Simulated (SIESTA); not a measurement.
BaTiO3:

```
CELL_PARAMETERS angstrom
4.00600 0.00000 0.00000
0.00000 4.00600 0.00000
0.00000 0.00000 4.00600
ATOMIC_POSITIONS crystal
Ba 0.50000 0.50000 0.50000
Ti 0.00000 0.00000 0.00000
O 0.00000 0.00000 0.50000
O 0.00000 0.50000 0.00000
O 0.50000 0.00000 0.00000
```

Base run:

```yaml
Program: SIESTA 5.4.2
Functional: PBE
Potentials_or_basis: PseudoDojo 0.4 standard (PBE files)
Basis: DZP (energy shift 0.003 Ry; two zetas on semicore shells; d shell added on Ba)
Grid_cutoff: 800 Ry
Energy_shift: 0.003 Ry
k_mesh: 7 × 7 × 7
Occupations: fermi-dirac, width 0.05 eV
Spin: no spin polarisation
```

Its results: band gap on the k mesh 1.74 eV, indirect (least direct gap 1.81 eV); pressure 3.8 GPa.

The run is repeated on the same cell with these changes: functional from PBE to LDA; potentials or basis from PseudoDojo 0.4 standard (PBE files) to PseudoDojo 0.4 standard (LDA files). What comes out?

Band gap on the k mesh 1.68 eV, indirect (least direct gap 1.74 eV); pressure -7.1 GPa.

Caveats: this set's barium file shifts pressures by up to 1 GPa against other sets; spin-orbit coupling is left out, which moves the levels of the heavy elements; the basis of atomic orbitals isn't converged, which shifts pressures, moduli and gaps.

A k mesh can miss the band edges.
